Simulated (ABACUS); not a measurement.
KCl (Sylvite):

```xyz
2
Lattice="0.0000 3.1465 3.1465 3.1465 0.0000 3.1465 3.1465 3.1465 0.0000" Properties=species:S:1:pos:R:3 pbc="T T T"
K     0.0000    0.0000    0.0000
Cl    3.1465    3.1465    3.1465
```

Base run:

```yaml
Program: ABACUS 3.10.1
Functional: PBEsol
Potentials_or_basis: GBRV ultrasoft 1.5 PBEsol
Cutoff: 544 eV
Density_cutoff: 4354 eV
Basis: plane waves
k_mesh: 6 × 6 × 6
Occupations: fermi-dirac, width 0.05 eV
Spin: no spin polarisation
```

Its results: band gap on the k mesh 5.03 eV, direct; pressure -1.1 GPa.

Q: The run is repeated on the same cell with these changes: functional from PBEsol to LDA-PW92; potentials or basis from GBRV ultrasoft 1.5 PBEsol to PseudoDojo NC SR 0.4.1 LDA stringent; cutoff from 544 eV to 993 eV; density cutoff from 4354 eV to 3973 eV. What comes out?

A: Band gap on the k mesh 4.74 eV, direct; pressure -2.0 GPa.

